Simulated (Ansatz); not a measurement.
# KCl: the cost of one run

Computed with Ansatz 0.2.0 (DFT PBE, scalar-relativistic, unless a step's input says otherwise).

## 1. The structure to begin with

The structure is cubic, space group Fm-3m (No. 225). Conventional cell: a = 6.312 Å, b = 6.312 Å, c = 6.312 Å, α = 90.00°, β = 90.00°, γ = 90.00°. K (site symmetry m-3m) is surrounded by 6 Cl at 3.16 Å. Cl (site symmetry m-3m) has 6 K at 3.16 Å as nearest neighbours.

As a file:

```
CELL_PARAMETERS angstrom
0.00000 3.15610 3.15610
3.15610 0.00000 3.15610
3.15610 3.15610 0.00000
ATOMIC_POSITIONS crystal
K 0.00000 0.00000 0.00000
Cl 0.50000 0.50000 0.50000
```

Atoms are numbered in the order of the input: K1, Cl2.

## 2. The deformed structure

Space group Fm-3m before, I4/mmm after.

## 3. All-electron LAPW

File input.yaml:

```yaml
crystal:
  lattice:
    - [0.0, 3.1561, 3.061417]
    - [3.1561, 0.0, 3.061417]
    - [3.1561, 3.1561, 0.0]
  atoms:
    - { symbol: K, position: [0.0, 0.0, 0.0] }
    - { symbol: Cl, position: [0.5, 0.5, 0.5] }
kpoints:
  mp_grid: { grid: [7, 7, 7] }
  band_path:
    path:
      - [0.0, 0.0, 0.0]
      - [0.0, 0.5, 0.5]
      - [0.25, 0.75, 0.5]
      - [0.0, 0.5, 0.0]
      - [0.0, 0.0, 0.0]
      - [0.5, 0.5, 0.0]
      - [0.3828515251, 0.6171484749, 0.0]
      - [-0.3828515251, 0.3828515251, 0.0]
      - [0.0, 0.0, 0.0]
    npoints: 5
scf:
  occupations: { method: fermi_dirac, width: 0.03 }
hamiltonian:
  xc: pbe
  pseudopotentials: { kind: all_electron, lapw: { basis_error: 0.001 } }
output:
  forces: true
  stress: true
  eigenvalues: true
```

Run with:

```bash
$ ansatz run input.yaml --threads 1 --pin off --max-ram 3072MiB --backend cpu --events-out ev --progress --plain --runs-dir out
```

What time and memory should one allow on 1 thread of Intel Xeon Platinum 8488C (Sapphire Rapids), shared host?

About 4.4 s, with a peak of 0.3 GiB.
